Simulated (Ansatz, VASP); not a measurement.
**Two plane-wave programs on ScAl3**

INCAR

```
SYSTEM = ScAl3
  PREC = Accurate
  ENCUT = 600
  EDIFF = 1E-6
  ISMEAR = -1
  SIGMA = 0.1
  LREAL = .FALSE.
  LASPH = .TRUE.
  NELM = 80
  ALGO = Normal
  ISIF = 3
  LWAVE = .FALSE.
  LCHARG = .FALSE.
  GGA = PE
  IVDW = 12
  IBRION = 2
  NSW = 60
  EDIFFG = -0.01
```

Contents of KPOINTS:

```
Automatic mesh
0
G
  6 6 6
  0 0 0
```

The input POSCAR:

```
ScAl3
1.0
    4.0878070000      0.0000000000      0.0000000000
    0.0000000000      4.0878070000      0.0000000000
    0.0000000000      0.0000000000      4.0878070000
Sc Al
1 3
Direct
    0.0000000000      0.0000000000      0.0000000000
    0.5000000000      0.0000000000      0.5000000000
    0.0000000000      0.5000000000      0.5000000000
    0.5000000000      0.5000000000      0.0000000000
```

Input for Ansatz:

```yaml
crystal:
  lattice:
    - [4.087807, 0.0, 0.0]
    - [0.0, 4.087807, 0.0]
    - [0.0, 0.0, 4.087807]
  atoms:
    - { symbol: Sc, position: [0.0, 0.0, 0.0] }
    - { symbol: Al, position: [0.5, 0.0, 0.5] }
    - { symbol: Al, position: [0.0, 0.5, 0.5] }
    - { symbol: Al, position: [0.5, 0.5, 0.0] }
basis:
  ecutwfc: 557.833418042754
kpoints:
  mp_grid:
    grid: [6, 6, 6]
hamiltonian:
  xc: pbe
  dispersion: d3bj
scf:
  occupations:
    method: fermi_dirac
    width: 0.1
relax:
  max_steps: 40
  cell: {}
```

The cell is a database's computed one.

Alike in both runs: task relaxation of cell and atoms; functional PBE; dispersion D3(BJ); k mesh 6 × 6 × 6; occupations fermi-dirac, width 0.1 eV; no spin polarisation.

```csv
,VASP,Ansatz
version,VASP 6.6.1,Ansatz 0.2.0
potentials or method,"VASP PAW PBE potentials, release 64 (Sc_sv, Al)","plane waves, PAW"
plane-wave cutoff (eV),600,558
valence electrons in the cell,20,20
```

|  | VASP | Ansatz | Ansatz less VASP |
| --- | --- | --- | --- |
| relaxed volume (Å³/atom) | 16.61 | 16.60 | -0.011 |
| relaxed cell length with the largest relative difference (Å) | 4.050 | 4.049 | -0.0009 |
| energy change over the relaxation (meV/atom) | -4 | -4 | -0.2 |

Caveats: pairwise dispersion overbinds metals, which lowers pressure and volume.
